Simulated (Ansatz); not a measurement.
Write the native input for Ansatz 0.2.0 that does the following.

* Task: relaxation of cell and atoms
* Functional: PBEsol
* Potentials or basis: all-electron LAPW, scalar-relativistic
* Basis error allowed: 0.001 eV/atom
* k mesh: 11 × 11 × 6
* Occupations: fermi-dirac, width 0.05 eV
* Spin: no spin polarisation
* Target pressure: 10 GPa

The system is Au.

```
Au
1.0
     1.41131   -2.55593    0.00000
     1.41131    2.55593    0.00000
     0.00000    0.00000    4.89317
Au
2
Direct
  0.33467 0.66533 0.25000
  0.66533 0.33467 0.75000
```

This isn't the form of Au at room conditions, which is fcc.

These files were run (other wordings do the same):

input.yaml

```yaml
crystal:
  lattice:
    - [1.411309965, -2.555933025, 0.0]
    - [1.411309965, 2.555933025, 0.0]
    - [0.0, 0.0, 4.89316961]
  atoms:
    - { symbol: Au, position: [0.33467203, 0.66532797, 0.25] }
    - { symbol: Au, position: [0.66532797, 0.33467203, 0.75] }
kpoints:
  mp_grid: { grid: [11, 11, 6] }
scf:
  occupations: { method: fermi_dirac, width: 0.05 }
hamiltonian:
  xc: pbesol
  pseudopotentials: { kind: all_electron, lapw: { basis_error: 0.001 } }
output:
  forces: true
  stress: true
relax:
  f_tol: 0.01
  max_steps: 60
  cell: { p_target: 10 }
```

Potentials or basis: all-electron LAPW, scalar-relativistic.

The run is started by

```bash
$ ansatz run input.yaml --threads 1 --pin off --max-ram 3072MiB --backend cpu --events-out ev --progress --plain --runs-dir out
```

It gave:

The relaxed volume is 16.18 Å³/atom, the relaxed cell is a = 2.824 Å, b = 2.824 Å, c = 4.688 Å, α = 90.00°, β = 90.00°, γ = 120.03° and the space group after relaxing (to 0.05 Å) is P6_3/mmc (No. 194). The energy change on relaxing (the enthalpy is what falls) is +8.1 meV/atom. The ionic steps are 6 and the pressure after relaxing is 10.0 GPa.

Run time: 8.9 min on 1 thread of Intel(R) Xeon(R) Processor @ 2.50GHz (Skylake/Cascade Lake), on a shared host, peak memory 0.71 GiB.
